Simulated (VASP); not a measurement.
Input of a VASP 6.6.1 run:

The input INCAR:

```
  PREC = Accurate
  ENCUT = 600
  EDIFF = 1E-6
  ISMEAR = -1
  SIGMA = 0.05
  LREAL = False
  LASPH = True
  NELM = 100
  ALGO = Normal
  ISIF = 3
  LWAVE = False
  LCHARG = False
  GGA = PE
  IBRION = 2
  NSW = 40
  EDIFFG = -0.01
```

The input KPOINTS:

```
Automatic mesh
0
Gamma
  12 12 12
```

The input POSCAR:

```
W
1.0
   -1.5823450000      1.5823450000      1.5823450000
    1.5823450000     -1.5823450000      1.5823450000
    1.5823450000      1.5823450000     -1.5823450000
W
1
Direct
    0.0000000000      0.0000000000      0.0000000000
```

Potentials or basis: VASP PAW PBE potentials, release 64 (W_sv_GW).

Launch:

```console
$ cat potpaw_PBE.64/W_sv_GW/POTCAR > POTCAR
$ mpirun -np 1 vasp_std > vasp.out
```

(1) What does it give for the relaxed volume?

(2) Estimate the relaxed cell.

Results:

(1) 16.10 Å³/atom.

(2) a = 2.755 Å, b = 2.755 Å, c = 2.755 Å, α = 109.47°, β = 109.47°, γ = 109.47°.
